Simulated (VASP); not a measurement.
Input of a VASP 6.6.1 run:

File INCAR:

```
PREC = Accurate ; ENCUT = 600
EDIFF = 1E-7 ; ISMEAR = 0
SIGMA = 0.1 ; LREAL = False
LASPH = True ; NELM = 60
ALGO = Fast ; ISIF = 3
LWAVE = False ; LCHARG = False
GGA = PE ; IVDW = 12
IBRION = 2 ; NSW = 90
EDIFFG = -0.005
```

Contents of KPOINTS:

```
Automatic mesh
0
Gamma
  16 16 16
```

File POSCAR:

```
Sn
1.0
   -1.7265390000      1.7755470000      2.3383420000
    1.7265390000     -1.7755470000      2.3383420000
    1.7265390000      1.7755470000     -2.3383420000
Sn
1
Direct
    0.0000000000      0.0000000000      0.0000000000
```

Potentials or basis: VASP PAW PBE potentials, release 64 (Sn_d).

Run with:

```console
$ cat potpaw_PBE.64/Sn_d/POTCAR > POTCAR
$ mpirun -np 1 vasp_std > vasp.out
```

(1) What does it give for the relaxed volume?

(2) Predict the space group after relaxing (to 0.05 Å).

(3) Estimate the relaxed cell.

Results:

(1) 26.69 Å³/atom.

(2) I4/mmm (No. 139).

(3) a = 3.295 Å, b = 3.295 Å, c = 3.295 Å, α = 115.68°, β = 115.64°, γ = 97.69°.

Caveat: pairwise dispersion overbinds metals, which lowers pressure and volume.
